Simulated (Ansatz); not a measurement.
# Wurtzite BeO

Computed with PBE-D4 in Ansatz (PAW).

Run with plane-wave cutoff 500 eV, 18×18×8 k mesh (along the axes of the cell as run), gaussian smearing 0.02 eV, scalar-relativistic PAW data made under PBE.

Cell: relaxed at this level.

For wurtzite BeO, the equilibrium volume per atom comes out as 6.88 Å³/atom. The lattice parameter a is 2.694 Å, the c axis length is 4.375 Å and the band gap comes out as 7.65 eV (on the SCF k mesh).

Measured, for comparison: band gap 11.29 eV (zero-point renormalisation of 699 meV (computed, non-adiabatic AHC, without the lattice-expansion part) added back here; inputs from Miglio et al. (2020), arXiv:2011.12765); lattice constant a 2.698 Å, lattice parameter c 4.377 Å (temperature not stated, not corrected to a static lattice; as tabulated in Wikipedia's data pages). Computed (rounded) less measured: band gap -3.64 eV, lattice constant a -0.1 %, lattice parameter c 0.0 %.

Note: a distance lies near a switch of the dispersion term, which can move the cell.

Computed values are for the static lattice.

Ansatz is a program for electronic structure.
